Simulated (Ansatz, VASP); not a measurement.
Ti in VASP and in Ansatz

INCAR

```
PREC = Accurate ; ENCUT = 520
EDIFF = 1E-7 ; ISMEAR = -1
SIGMA = 0.05 ; LREAL = False
LASPH = True ; NELM = 60
ALGO = Normal ; ISIF = 2
LWAVE = False ; LCHARG = False
GGA = PS ; NBANDS = 25
```

File KPOINTS:

```
regular mesh
0
Gamma
  7 7 9
```

File POSCAR:

```
Ti
1.0
    4.5976232276      0.0000000000      0.0000000000
   -2.2988116138      3.9816585121      0.0000000000
    0.0000000000      0.0000000000      2.8449616649
Ti
3
Direct
    0.6666666667      0.3333333333      0.5000000000
    0.3333333333      0.6666666667      0.5000000000
    0.0000000000      0.0000000000      0.0000000000
```

input.yaml

```yaml
crystal:
  lattice:
    - [4.5976232276, 0.0, 0.0]
    - [-2.2988116138, 3.9816585121, 0.0]
    - [0.0, 0.0, 2.8449616649]
  atoms:
    - { symbol: Ti, position: [0.6666666667, 0.3333333333, 0.5] }
    - { symbol: Ti, position: [0.3333333333, 0.6666666667, 0.5] }
    - { symbol: Ti, position: [0.0, 0.0, 0.0] }
kpoints:
  mp_grid: { grid: [7, 7, 9] }
scf:
  occupations: { method: fermi_dirac, width: 0.05 }
hamiltonian:
  xc: pbesol
  pseudopotentials: { kind: all_electron, lapw: { basis_error: 0.002 } }
output:
  forces: true
  stress: true
  eigenvalues: true
```

Change from the starting cell: volume scaled by 1.02.

Alike in both runs: task single point; functional PBEsol; k mesh 7 × 7 × 9; occupations fermi-dirac, width 0.05 eV; no spin polarisation.

```csv
,VASP,Ansatz
version,VASP 6.6.1,Ansatz 0.2.0
potentials or method,"VASP PAW PBE potentials, release 64 (Ti_sv)","all-electron LAPW, scalar-relativistic"
plane-wave cutoff (eV),520,see its input
```

VASP gave:

```
gap on the k mesh at the Fermi level (eV) : none
pressure (GPa)                            : -5.9
```

**Question.** Which values does Ansatz return?

**Answer.** gap on the k mesh at the Fermi level (eV): none; pressure (GPa): -5.8.

A gap of «none» marks a metal or a gap that the smearing closes. Ansatz ran all-electron here, so the differences hold the error of VASP's frozen core and of both bases.

Caveats: the PAW data sets were made with another functional, which shifts forces and pressure a little (VASP).
